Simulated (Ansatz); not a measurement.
# TiO2 (Rutile): the cost of one run

Method: DFT, levels as named, plane waves, PAW, in Ansatz 0.2.0.

## (1) The starting structure

The structure is tetragonal, space group P4_2/mnm (No. 136). The conventional cell has a = 4.592 Å, b = 4.592 Å, c = 2.957 Å, α = 90.00°, β = 90.00°, γ = 90.00°. Around Ti (site symmetry mmm) lie 6 O at 1.95 to 1.98 Å. O (site symmetry m2m) has 3 Ti at 1.95 to 1.98 Å as nearest neighbours.

As a file:

```cif
data_structure
_symmetry_space_group_name_H-M 'P 1'
_symmetry_Int_Tables_number 1
_cell_length_a 4.5922
_cell_length_b 4.5922
_cell_length_c 2.9574
_cell_angle_alpha 90.000
_cell_angle_beta 90.000
_cell_angle_gamma 90.000
_cell_volume 62.37
loop_
_atom_site_label
_atom_site_type_symbol
_atom_site_fract_x
_atom_site_fract_y
_atom_site_fract_z
_atom_site_occupancy
Ti1 Ti 0.00000 0.00000 0.00000 1
Ti2 Ti 0.50000 0.50000 0.50000 1
O1 O 0.30496 0.30496 0.00000 1
O2 O 0.19504 0.80496 0.50000 1
O3 O 0.69504 0.69504 0.00000 1
O4 O 0.80496 0.19504 0.50000 1
```

## (2) Relaxation with PBE

Contents of input.yaml:

```yaml
crystal:
  lattice:
    - [4.5922, 0.0, 0.0]
    - [0.0, 4.5922, 0.0]
    - [0.0, 0.0, 2.9574]
  atoms:
    - { symbol: Ti, position: [0.0, 0.0, 0.0] }
    - { symbol: Ti, position: [0.5, 0.5, 0.5] }
    - { symbol: O, position: [0.30496, 0.30496, 0.0] }
    - { symbol: O, position: [0.19504, 0.80496, 0.5] }
    - { symbol: O, position: [0.69504, 0.69504, 0.0] }
    - { symbol: O, position: [0.80496, 0.19504, 0.5] }
  symmetry: { tolerance: 0.0003 }
hamiltonian:
  xc: pbe
  pseudopotentials: { kind: paw, azcp: { folder: soft_1 } }
basis:
  ecutwfc: 420
magnetization:
  spin_polarized: false
scf:
  occupations: { method: fermi_dirac, width: 0.02 }
kpoints:
  mp_grid: { grid: [6, 6, 10], shift: [0, 0, 0] }
output:
  forces: true
  stress: true
  eigenvalues: true
relax:
  max_steps: 60
  cell: {}
```

Launch:

```sh
$ ansatz run input.yaml --threads 2 --pin off --max-ram 5120MiB --backend cpu --events-out ev --progress --plain --runs-dir out
```

**Question.** How long does this run take on 2 threads of Intel Xeon 6975P-C (Granite Rapids), shared host, and how much memory does it need?

About 24 s, with a peak of 0.45 GiB.
